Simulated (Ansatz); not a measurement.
# InAs: the cost of one run

Program: Ansatz 0.2.0. Level of theory: DFT PBE, scalar-relativistic, plane waves, PAW. These are calculated values, not measurements.

The COD entry's cell or inner coordinates are ideal or old and differ from later refinements, so a difference from it is no clean test against experiment.

3 further runs of the same task are left out: 3 set aside as unsound or not needed.

### Step 1. The system as given

Symmetry: F-43m, No. 216, cubic system. Conventional cell: a = 6.188 Å, b = 6.188 Å, c = 6.188 Å, α = 90.00°, β = 90.00°, γ = 90.00°. In (site symmetry -43m) is surrounded by 4 As at 2.68 Å. As (site symmetry -43m) is surrounded by 4 In at 2.68 Å.

Coordinates:

```
In As
1.0
     0.00000    3.09378    3.09378
     3.09378    0.00000    3.09378
     3.09378    3.09378    0.00000
In As
1 1
Cartesian
  0.0000 0.0000 0.0000
  4.6407 4.6407 4.6407
```

It is the result of an earlier relaxation at this level (volume 29.61 Å³/atom; gap on the mesh: none (metal)).

### Step 2. The cell under 50 GPa

At a set pressure the run lowers the enthalpy E + PV, so the energy alone may rise along the way.

input.yaml

```yaml
crystal:
  lattice:
    - [0.0, 3.0937808094, 3.0937808094]
    - [3.0937808094, 0.0, 3.0937808094]
    - [3.0937808094, 3.0937808094, 0.0]
  atoms:
    - { symbol: In, position: [0.0, 0.0, 0.0] }
    - { symbol: As, position: [0.75, 0.75, 0.75] }
basis:
  ecutwfc: 420
kpoints:
  mp_grid: { grid: [12, 12, 12] }
hamiltonian:
  xc: pbe
scf:
  occupations: { method: fermi_dirac, width: 0.15 }
output:
  forces: true
  stress: true
  eigenvalues: true
relax:
  adjacent_minimum: "off"
  f_tol: 0.001
  max_steps: 60
  cell: { stress_tol: 0.02, p_target: 50.0 }
```

The run is started by

```bash
$ ansatz run input.yaml --threads 1 --pin off --max-ram 3072MiB --backend cpu --events-out ev --progress --plain --runs-dir out
```

What time and memory should one allow on 1 thread of AMD EPYC 9R45 (Zen 5), shared host?

About 19 s, with a peak of 0.47 GiB.
